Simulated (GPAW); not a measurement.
SnO2 in GPAW: the effect of functional

Crystal: SnO2.

```xyz
12
Lattice="5.1753 0.0000 0.0000 0.0000 5.1753 0.0000 0.0000 0.0000 5.1753" Properties=species:S:1:pos:R:3 pbc="T T T"
Sn    0.0000    0.0000    0.0000
Sn    2.5876    0.0000    2.5876
Sn    2.5876    2.5876    0.0000
Sn    0.0000    2.5876    2.5876
O     3.4214    4.3415    0.8337
O     4.3415    0.8337    3.4214
O     0.8337    3.4214    4.3415
O     1.7539    1.7539    1.7539
O     3.4214    3.4214    3.4214
O     4.3415    1.7539    0.8337
O     0.8337    4.3415    1.7539
O     1.7539    0.8337    4.3415
```

Measurements of this composition are mostly on another form, of space group No. 136.

Alike in all runs:

```yaml
Program: GPAW 26.7.0
Task: optical spectrum
Cutoff: 600 eV
Basis: pw
k_mesh: 3 × 3 × 3
Occupations: fermi-dirac, width 0.001 eV
Spin: no spin polarisation
```

| functional | potentials or basis | gap on the mesh (eV) |
| --- | --- | --- |
| LDA | the program's PAW data sets (release 1.2.1) made for this functional | 0.50 |
| PBEsol | PAW data sets generated in the run's folder for this functional | 0.53 |
| RPBE | the program's PAW data sets (release 1.2.1) made for this functional | ? |

Question: What does the run with functional RPBE give?

Answer: gap on the mesh 0.66 eV.

Caveats: with so narrow a direct gap the onset needs a denser k mesh; the long-wavelength limit can be off by a per cent or two; spectra need much finer meshes, so this one isn't converged; independent-particle spectra lack excitons; spin-orbit coupling is left out, which moves the levels of the heavy elements; an odd mesh through Γ misses points on the zone boundary, where band edges often lie.

Runs at the PBE level aren't shown here.
